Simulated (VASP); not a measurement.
# Settings for SnO₂: self-consistent run

SnO₂, R-3m (no. 166), 3 atoms in the cell. PBE0; PAW potentials Sn_d, O (PBE set). VASP 6.6.1.

Wanted: energy within 2 meV/atom; gap on the mesh within 0.03 eV.

POSCAR:
```
SnO2
1.0
    1.6170930752      0.9336291223      4.8005925840
   -1.6170930752      0.9336291223      4.8005925840
    0.0000000000     -1.8672582446      4.8005925840
Sn O
1 2
Direct
    0.5000000000      0.5000000000      0.5000000000
    0.7628300000      0.7628300000      0.7628300000
    0.2371700000      0.2371700000      0.2371700000
```

## How exact exchange is summed

| How exact exchange is summed | Energy less reference (meV/atom) | Gap on the mesh (eV) | Time (s) |
|---|---|---|---|
| default | 0.0 | 4.214 | 519 |
| NKREDX = 2 | -11.7 | 4.244 | 246 |
| NKREDY = 2 | -11.7 | 4.245 | 232 |
| NKREDZ = 2 | -12.1 | 4.246 | 212 |
| EVENONLY = T | -10.2 | 4.254 | 227 |
| ODDONLY = T | 1814.0 | 3.761 | 226 |
| LMAXFOCK = 2 | 61.5 | 4.217 | 374 |
| LMAXFOCK = 6 | 0.0 | 4.214 | 446 |
| HFALPHA = 0.5 | 0.0 | 4.214 | 430 |
| HFALPHA = 3.0 | 0.0 | 4.214 | 479 |
| HFRCUT = -1 | 10.8 | 4.225 | 428 |

Chosen: default; no other choice that stays within half of the tolerance saves 30 % of the time.

## The input

INCAR.step1:
```
  PREC = Accurate
  ENCUT = 450
  EDIFF = 1E-5
  ISMEAR = 0
  SIGMA = 0.02
  LREAL = False
  LASPH = True
  ALGO = Normal
  NELM = 100
  ISIF = 2
  LWAVE = True
  LCHARG = False
  GGA = PE
```

INCAR.step2, as INCAR.step1 but for:
```
- EDIFF = 1E-5
- LWAVE = True
+ EDIFF = 1E-7
+ LWAVE = False
+ PRECFOCK = Fast
+ ISTART = 1
+ LHFCALC = True
+ AEXX = 0.25
```

KPOINTS:
```
k-points
0
Gamma
  4 4 4
```

Commands (each step's output is kept before the next begins):
```
cat potpaw_PBE.64/Sn_d/POTCAR potpaw_PBE.64/O/POTCAR > POTCAR
cp INCAR.step1 INCAR
mpirun -np 1 vasp_std > vasp.out
cp INCAR.step2 INCAR
mpirun -np 1 vasp_std > vasp.out
```

The chosen input took VASP 6.6.1 519 s on 1 core (AMD EPYC 9R45 (Zen 5)), a shared host.

## An input that fails: NKRED = 2 on an odd mesh

VASP's message: internal error in FOCK_FCC: number of k-points incorrect 1 27 2 2 2 If you are not a developer, you should not encounter this problem. Please submit a bug report.

k mesh: 4 × 4 × 4 becomes 3 × 3 × 3.

Changes against the starting input:
```
(all steps)
+ NKRED = 2
(KPOINTS)
-k-points
+Automatic mesh
-  4 4 4
+  3 3 3
+  0 0 0
```
